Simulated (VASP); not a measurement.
# BaS (Fm-3m) in VASP: a series of runs

The runs below take BaS through single point, with LDA.

Program: VASP 6.6.1. These are calculated values, not measurements. Logs are shortened: lines on timing, memory, paths and dates and some standing lists are left out, and cuts for length are marked.

**Measured values to compare with.**

From a printed reference work, monograph, original work of 1988, for a bulk crystal of BaS at 2 K: band gap 3.806 eV (indirect).

The results are compared with them further down.

### Step 1. The cell of the first run

The structure is cubic, space group Fm-3m (No. 225). The conventional cell has a = 6.430 Å, b = 6.430 Å, c = 6.430 Å, α = 90.00°, β = 90.00°, γ = 90.00°. Ba (site symmetry m-3m) has 6 S at 3.21 Å within 4.2 Å. Within 4.2 Å of S (site symmetry m-3m) lie 6 Ba at 3.21 Å.

### Step 2. Single point, LDA

INCAR reads:

```
SYSTEM = BaS
PREC     = Accurate       ! precision mode
ENCUT    = 520            ! plane-wave cutoff, eV
EDIFF    = 1E-6           ! SCF threshold, eV
ISMEAR   = -1             ! smearing method
SIGMA    = 0.05           ! smearing width, eV
LREAL    = .FALSE.        ! projectors in reciprocal space
LASPH    = .TRUE.         ! aspherical terms in the spheres
NELM     = 80             ! most SCF steps
ALGO     = Normal         ! electronic algorithm
ISIF     = 2              ! what is computed and relaxed
LWAVE    = .FALSE.        ! write WAVECAR
LCHARG   = .FALSE.        ! write CHGCAR
GGA      = CA             ! functional
NBANDS   = 15             ! bands
```

KPOINTS reads:

```
Automatic mesh
0
G
  7 7 7
  0 0 0
```

POSCAR reads:

```
BaS
1.0
    0.0000000000      3.2149012787      3.2149012787
    3.2149012787      0.0000000000      3.2149012787
    3.2149012787      3.2149012787      0.0000000000
Ba S
1 1
Direct
    0.0000000000      0.0000000000      0.0000000000
    0.5000000000      0.5000000000      0.5000000000
```

Potentials or basis: VASP PAW LDA potentials, release 64 (Ba_sv, S).

Run with:

```sh
> cat potpaw_LDA.64/Ba_sv/POTCAR potpaw_LDA.64/S/POTCAR > POTCAR
> mpirun -np 1 vasp_std > vasp.out
```

OUTCAR:

```text
SYSTEM = BaS
   PREC = Accurate
   ENCUT = 520
   EDIFF = 1E-6
   ISMEAR = -1
   LREAL = .FALSE.
   LASPH = .TRUE.
   NELM = 80
   ISIF = 2
   GGA = CA

 ion  position               nearest neighbor table
   1  0.000  0.000  0.000-   2 3.21   2 3.21   2 3.21   2 3.21   2 3.21   2 3.21
   2  0.500  0.500  0.500-   1 3.21   1 3.21   1 3.21   1 3.21   1 3.21   1 3.21

  LATTYP: Found a face centered cubic cell.
 ALAT       =     6.4298025574

  Lattice vectors:

 A1 = (   0.0000000000,   3.2149012787,   3.2149012787)
 A2 = (   3.2149012787,   0.0000000000,   3.2149012787)
 A3 = (   3.2149012787,   3.2149012787,   0.0000000000)

Analysis of symmetry for initial positions (statically):
=====================================================================
 Subroutine PRICEL returns:
 Original cell was already a primitive cell.

 Routine SETGRP: Setting up the symmetry group for a
 face centered cubic supercell.

 Subroutine GETGRP returns: Found 48 space group operations
 (whereof 48 operations were pure point group operations)
 out of a pool of 48 trial point group operations.

The static configuration has the point symmetry O_h .

Analysis of symmetry for dynamics (positions and initial velocities):
=====================================================================
 Subroutine PRICEL returns:
 Original cell was already a primitive cell.

 Routine SETGRP: Setting up the symmetry group for a
 face centered cubic supercell.

 Subroutine GETGRP returns: Found 48 space group operations
 (whereof 48 operations were pure point group operations)
 out of a pool of 48 trial point group operations.

The dynamic configuration has the point symmetry O_h .

 Subroutine INISYM returns: Found 48 space group operations
 (whereof 48 operations are pure point group operations),
 and found     1 'primitive' translations

----------------------------------------------------------------------------------------

                                     Primitive cell

  volume of cell :      66.4558

  direct lattice vectors                    reciprocal lattice vectors
     0.000000000  3.214901279  3.214901279    -0.155525771  0.155525771  0.155525771
     3.214901279  0.000000000  3.214901279     0.155525771 -0.155525771  0.155525771
     3.214901279  3.214901279  0.000000000     0.155525771  0.155525771 -0.155525771

  length of vectors
     4.546556990  4.546556990  4.546556990     0.269378537  0.269378537  0.269378537

  position of ions in fractional coordinates (direct lattice)
     0.000000000  0.000000000  0.000000000
     0.500000000  0.500000000  0.500000000

  ion indices of the primitive-cell ions
   primitive index   ion index
                 1           1
                 2           2

----------------------------------------------------------------------------------------

 KPOINTS: Automatic mesh

Automatic generation of k-mesh.
 Grid dimensions read from file:
 generate k-points for:    7    7    7

 Generating k-lattice:

  Cartesian coordinates                     Fractional coordinates (reciprocal lattice)
    -0.022217967  0.022217967  0.022217967     0.142857143  0.000000000  0.000000000
     0.022217967 -0.022217967  0.022217967     0.000000000  0.142857143  0.000000000
     0.022217967  0.022217967 -0.022217967     0.000000000  0.000000000  0.142857143

  Length of vectors
     0.038482648  0.038482648  0.038482648

  Shift w.r.t. Gamma in fractional coordinates (k-lattice)
     0.000000000  0.000000000  0.000000000

 Subroutine IBZKPT returns following result:
 ===========================================

 Found     20 irreducible k-points:

 Following reciprocal coordinates:
            Coordinates               Weight
  0.000000  0.000000  0.000000      1.000000
  0.142857  0.000000  0.000000      8.000000
  0.285714  0.000000  0.000000      8.000000
  0.428571  0.000000  0.000000      8.000000
  0.142857  0.142857  0.000000      6.000000
  0.285714  0.142857  0.000000     24.000000
[... 12 lines left out ...]
 -0.428571  0.428571  0.142857     24.000000
 -0.285714  0.428571  0.142857     24.000000
   k-points           NKPTS =     20   k-points in BZ     NKDIM =     20   number of bands    NBANDS=     15
   number of dos      NEDOS =    301   number of ions     NIONS =      2
   total plane-waves  NPLWV =  46656
   dimension x,y,z NGX =    36 NGY =   36 NGZ =   36
   dimension x,y,z NGXF=    72 NGYF=   72 NGZF=   72
   ions per type =               1   1
   NGX,Y,Z   is equivalent  to a cutoff of  13.16, 13.16, 13.16 a.u.
   NGXF,Y,Z  is equivalent  to a cutoff of  26.33, 26.33, 26.33 a.u.
 SYSTEM =  BaS
   PREC   = accura    normal or accurate (medium, high low for compatibility)
   ISTART =      0    job   : 0-new  1-cont  2-samecut
   ICHARG =      2    charge: 1-file 2-atom 10-const
   ISPIN  =      1    spin polarized calculation?
   LNONCOLLINEAR =      F non collinear calculations
   LSORBIT =      F    spin-orbit coupling
   LASPH  =      T    aspherical Exc in radial PAW
   ENCUT  =  520.0 eV  38.22 Ry    6.18 a.u.   8.45  8.45  8.45*2*pi/ulx,y,z
   NELM   =     80;   NELMIN=  2; NELMDL= -5     # of ELM steps
   EDIFF  = 0.1E-05   stopping-criterion for ELM
   LREAL  =      F    real-space projection
[... 7 lines left out ...]
   TEBEG  =    0.0;   TEEND  =   0.0 temperature during run
   PSTRESS=    0.0 pullay stress
   NELECT =      16.0000    total number of electrons
   NUPDOWN=      -1.0000    fix difference up-down
   EMIN   =  10.00;   EMAX   =-10.00  energy-range for DOS
   EFERMI =   0.00;   METHOD = LEGACY
   ISMEAR =    -1;   SIGMA  =   0.05  broadening in eV -4-tet -1-fermi 0-gaus
   EFERMI_NEDOS =   21; number of points for ismear=-14 and -15
   IALGO  =     38    algorithm
   IMIX   =      4    mixing-type and parameters
     AMIX     =   0.40;   BMIX     =  1.00
     AMIX_MAG =   1.60;   BMIX_MAG =  1.00
  volume/ion in A,a.u.               =      33.23       224.23
  Fermi-wavevector in a.u.,A,eV,Ry     =   1.018444  1.924580 14.112348  1.037228
  Thomas-Fermi vector in A             =   2.151902
   LORBIT       =      0    0 simple, 1 ext, 2 COOP (PROOUT), +10 PAW based schemes
   GGA     = CA    functional components
   LHFCALC =     F    Hartree Fock is set to
   AEXX    =    0.0000 exact exchange contribution
   IVDW    =     0    specifies the selected vdW correction
   LEPSILON=     F    determine dielectric tensor
   LRPA    =     F    only Hartree local field effects (RPA)
 non-spin polarized calculation
  energy-cutoff  :      520.00
  volume of cell :       66.46
 maximum number of plane-waves:      1814
 NGX is ok and might be reduce to    36
   NGX = 17   NGY = 17   NGZ = 17

 number of electron      16.0000002 magnetization

 Free energy of the ion-electron system (eV)
  ---------------------------------------------------
  ext. energy  EPLUGINS =         0.00000000
  ---------------------------------------------------
  free energy    TOTEN  =       -11.14180423 eV

  energy without entropy =      -11.14180423  energy(sigma->0) =      -11.14180423

 E-fermi :   2.1320     XC(G=0):  -8.9121

 val. band max:        1.1367369924   @ k =   0.0000   0.0000   0.0000
 cond. band min:       3.1322744243   @ k =   0.4286   0.4286   0.0000
 fundamental gap:      1.9955374318
 Fermi energy:         2.1320321745

 k-point     1 :       0.0000    0.0000    0.0000
  band No.  band energies     occupation
      1     -24.9240      2.00000
      2      -9.9993      2.00000
      3      -9.9993      2.00000
      4      -9.9993      2.00000
      5      -9.1484      2.00000
      6       1.1367      2.00000
      7       1.1367      2.00000
      8       1.1367      2.00000
      9       4.3539      0.00000
     10       4.8352      0.00000
     11       4.8352      0.00000
     12       4.8352      0.00000
     13       5.7982      0.00000
     14       5.7982      0.00000
     15       9.5486      0.00000

 k-point     2 :       0.1429    0.0000    0.0000
  band No.  band energies     occupation
      1     -24.9162      2.00000
      2     -10.3366      2.00000
      3     -10.0068      2.00000
      4     -10.0068      2.00000
      5      -8.7938      2.00000
      6       0.6013      2.00000
      7       0.8724      2.00000
      8       0.8724      2.00000
      9       4.8035      0.00000
     10       5.1352      0.00000
     11       5.1352      0.00000
     12       5.1666      0.00000
     13       6.3734      0.00000
     14       6.3734      0.00000
     15      10.3480      0.00000

 k-point     3 :       0.2857    0.0000    0.0000
  band No.  band energies     occupation
      1     -24.8984      2.00000
      2     -10.7846      2.00000
      3     -10.0233      2.00000
      4     -10.0233      2.00000
      5      -8.3042      2.00000
      6      -0.2436      2.00000
      7       0.4024      2.00000
      8       0.4024      2.00000
      9       5.1639      0.00000
     10       5.9569      0.00000
     11       5.9569      0.00000
     12       6.5034      0.00000
     13       7.7477      0.00000
     14       7.7477      0.00000
     15      11.4262      0.00000
[... 271 lines left out ...]
 k-point    19 :      -0.4286    0.4286    0.1429
  band No.  band energies     occupation
      1     -24.8715      2.00000
      2     -10.5683      2.00000
      3     -10.2574      2.00000
      4     -10.2313      2.00000
      5      -8.6597      2.00000
      6       0.2529      2.00000
      7       0.4955      2.00000
      8       0.7652      2.00000
      9       3.9580      0.00000
     10       6.7314      0.00000
     11       7.1106      0.00000
     12       8.0657      0.00000
     13       8.2809      0.00000
     14       8.8970      0.00000
     15      10.2640      0.00000

 k-point    20 :      -0.2857    0.4286    0.1429
  band No.  band energies     occupation
      1     -24.8702      2.00000
      2     -10.5970      2.00000
      3     -10.3514      2.00000
      4     -10.2076      2.00000
      5      -8.5112      2.00000
      6      -0.0163      2.00000
      7       0.5278      2.00000
      8       0.5846      2.00000
      9       4.8847      0.00000
     10       5.7858      0.00000
     11       7.3317      0.00000
     12       7.9897      0.00000
     13       8.1593      0.00000
     14       9.9722      0.00000
     15      11.0411      0.00000

------------------------ aborting loop because EDIFF is reached ----------------------------------------

  FORCE on cell =-STRESS in cart. coord.  units (eV):
  Direction    XX          YY          ZZ          XY          YZ          ZX
  --------------------------------------------------------------------------------------
  -------------------------------------------------------------------------------------
  Total       -1.0920261     -1.0920261     -1.0920261     -0.0000000     -0.0000000      0.0000000
  in kB      -26.3275641    -26.3275641    -26.3275641     -0.0000000     -0.0000000      0.0000000
  external PRESSURE =     -26.3275641 kB  Pullay stress =       0.0000000 kB

 VOLUME and BASIS-vectors are now :
 -----------------------------------------------------------------------------
  energy-cutoff  :      520.00
  volume of cell :       66.46
      direct lattice vectors                 reciprocal lattice vectors
     0.000000000  3.214901279  3.214901279    -0.155525771  0.155525771  0.155525771
     3.214901279  0.000000000  3.214901279     0.155525771 -0.155525771  0.155525771
     3.214901279  3.214901279  0.000000000     0.155525771  0.155525771 -0.155525771

 POSITION                                       TOTAL-FORCE (eV/Angst)
 -----------------------------------------------------------------------------------
      0.00000      0.00000      0.00000         0.000000      0.000000      0.000000
      3.21490      3.21490      3.21490         0.000000      0.000000     -0.000000
 -----------------------------------------------------------------------------------
    total drift:                                0.000000      0.000000      0.000000

  FREE ENERGIE OF THE ION-ELECTRON SYSTEM (eV)
  ---------------------------------------------------
  free  energy   TOTEN  =       -11.1418042323 eV

  energy  without entropy=      -11.1418042321  energy(sigma->0) =      -11.14180423
```

Run time: 38 s. Hardware: 1 thread of Intel Xeon 8259CL, shared host; peak memory 0.17 GiB.

What came out:

```
Free energy            : -11.1418 eV
Pressure               : -2.6 GPa
Band gap on the k mesh : 2.00 eV, indirect (least direct gap 2.15 eV)
```

Levels at points of the mesh, in eV from the valence-band top:
```csv
k point,band 5,band 6,band 7,band 8,band 9,band 10,band 11,band 12
"(0.00, 0.00, 0.00)",-10.29,0.00,0.00,0.00,3.22,3.70,3.70,3.70
```

Caveat: spin-orbit coupling is left out, which moves the levels of the heavy elements.

### Step 3. Single point, LDA

This run uses another cell than the first one, of 33.88 Å³/atom, 1.020 times its volume.

INCAR reads:

```
PREC = Accurate
ENCUT = 520
EDIFF = 1E-6
ISMEAR = -1
SIGMA = 0.05
LREAL = F
LASPH = T
NELM = 60
ALGO = Normal
ISIF = 2
LWAVE = F
LCHARG = F
GGA = CA
NBANDS = 15
```

KPOINTS reads:

```
regular mesh
0
Gamma
  7 7 7
```

POSCAR reads:

```
BaS
1.0
    0.0000000000      3.2357778460      3.2357778460
    3.2357778460      0.0000000000      3.2357778460
    3.2357778460      3.2357778460      0.0000000000
Ba S
1 1
Direct
    0.0000000000      0.0000000000      0.0000000000
    0.5000000000      0.5000000000      0.5000000000
```

Potentials or basis: VASP PAW LDA potentials, release 64 (Ba_sv, S).

Run with:

```sh
> cat potpaw_LDA.64/Ba_sv/POTCAR potpaw_LDA.64/S/POTCAR > POTCAR
> mpirun -np 1 vasp_std > vasp.out
```

OUTCAR:

```text
PREC = Accurate
   ENCUT = 520
   EDIFF = 1E-6
   ISMEAR = -1
   LREAL = F
   LASPH = T
   NELM = 60
   ISIF = 2
   GGA = CA

 ion  position               nearest neighbor table
   1  0.000  0.000  0.000-   2 3.24   2 3.24   2 3.24   2 3.24   2 3.24   2 3.24
   2  0.500  0.500  0.500-   1 3.24   1 3.24   1 3.24   1 3.24   1 3.24   1 3.24

  LATTYP: Found a face centered cubic cell.
 ALAT       =     6.4715556920

  Lattice vectors:

 A1 = (   0.0000000000,   3.2357778460,   3.2357778460)
[... 538 lines left out ...]

------------------------ aborting loop because EDIFF is reached ----------------------------------------

  FORCE on cell =-STRESS in cart. coord.  units (eV):
  Direction    XX          YY          ZZ          XY          YZ          ZX
  --------------------------------------------------------------------------------------
  -------------------------------------------------------------------------------------
  Total       -1.4108537     -1.4108537     -1.4108537      0.0000000     -0.0000000      0.0000000
  in kB      -33.3600328    -33.3600328    -33.3600328      0.0000000     -0.0000000      0.0000000
  external PRESSURE =     -33.3600328 kB  Pullay stress =       0.0000000 kB

 VOLUME and BASIS-vectors are now :
 -----------------------------------------------------------------------------
  energy-cutoff  :      520.00
  volume of cell :       67.76
      direct lattice vectors                 reciprocal lattice vectors
     0.000000000  3.235777846  3.235777846    -0.154522351  0.154522351  0.154522351
     3.235777846  0.000000000  3.235777846     0.154522351 -0.154522351  0.154522351
     3.235777846  3.235777846  0.000000000     0.154522351  0.154522351 -0.154522351

 POSITION                                       TOTAL-FORCE (eV/Angst)
 -----------------------------------------------------------------------------------
      0.00000      0.00000      0.00000        -0.000000     -0.000000      0.000000
      3.23578      3.23578      3.23578         0.000000      0.000000     -0.000000
 -----------------------------------------------------------------------------------
    total drift:                                0.000000      0.000000      0.000000

  FREE ENERGIE OF THE ION-ELECTRON SYSTEM (eV)
  ---------------------------------------------------
  free  energy   TOTEN  =       -11.1176520780 eV

  energy  without entropy=      -11.1176520778  energy(sigma->0) =      -11.11765208
```

OSZICAR:

```text
N       E                     dE             d eps       ncg     rms          rms(c)
DAV:   1     0.785228624289E+02    0.78523E+02   -0.69406E+03   600   0.936E+02
DAV:   2    -0.676496903321E+01   -0.85288E+02   -0.76788E+02   826   0.161E+02
DAV:   3    -0.115486921180E+02   -0.47837E+01   -0.47521E+01   800   0.409E+01
DAV:   4    -0.116569352139E+02   -0.10824E+00   -0.10821E+00   821   0.606E+00
DAV:   5    -0.116584446024E+02   -0.15094E-02   -0.15094E-02   823   0.576E-01    0.461E+00
DAV:   6    -0.111439762107E+02    0.51447E+00   -0.69161E-01   698   0.493E+00    0.316E+00
DAV:   7    -0.111227685460E+02    0.21208E-01   -0.13469E-01   720   0.200E+00    0.189E+00
DAV:   8    -0.111185815835E+02    0.41870E-02   -0.22217E-02   670   0.824E-01    0.289E-01
DAV:   9    -0.111174797863E+02    0.11018E-02   -0.26024E-03   768   0.289E-01    0.161E-01
DAV:  10    -0.111176586458E+02   -0.17886E-03   -0.22909E-04   663   0.994E-02    0.341E-02
DAV:  11    -0.111176512599E+02    0.73859E-05   -0.38874E-05   803   0.337E-02    0.139E-02
DAV:  12    -0.111176520780E+02   -0.81810E-06   -0.35289E-06   691   0.100E-02
   1 F= -.11117652E+02 E0= -.11117652E+02  d E =-.125819E-09
```

stdout:

```text
POSCAR found type information on POSCAR BaS
 POSCAR found :  2 types and       2 ions
 scaLAPACK will be used
 LDA part: xc-table for (Slater(with rela. corr.)+CA(PZ))
 , standard interpolation
 POSCAR, INCAR and KPOINTS ok, starting setup
 FFT: planning ... GRIDC
 FFT: planning ... GRID_SOFT
 FFT: planning ... GRID
 WAVECAR not read
 entering main loop
```

It took 32 s on 1 thread of Intel Xeon 8259CL, shared host; peak memory 0.18 GiB.

What came out:

| Property | Result |
| --- | --- |
| Free energy | -11.1177 eV |
| Pressure | -3.3 GPa |
| Band gap on the k mesh | 2.03 eV, indirect (least direct gap 2.19 eV) |

Caveat: spin-orbit coupling is left out, which moves the levels of the heavy elements.

### Step 4. Comparison with measurements

Step 2. Against the measured gap of BaS, 3.806 eV (indirect; 2 K; a printed reference work, monograph, original work of 1988), the calculated 2.00 eV is off by -1.81 eV. Spin-orbit coupling on Ba is left out. The value is that of LDA on a finite k mesh, which can miss the band edges, without temperature or zero-point motion. Semilocal functionals fall short of measured gaps as a rule.
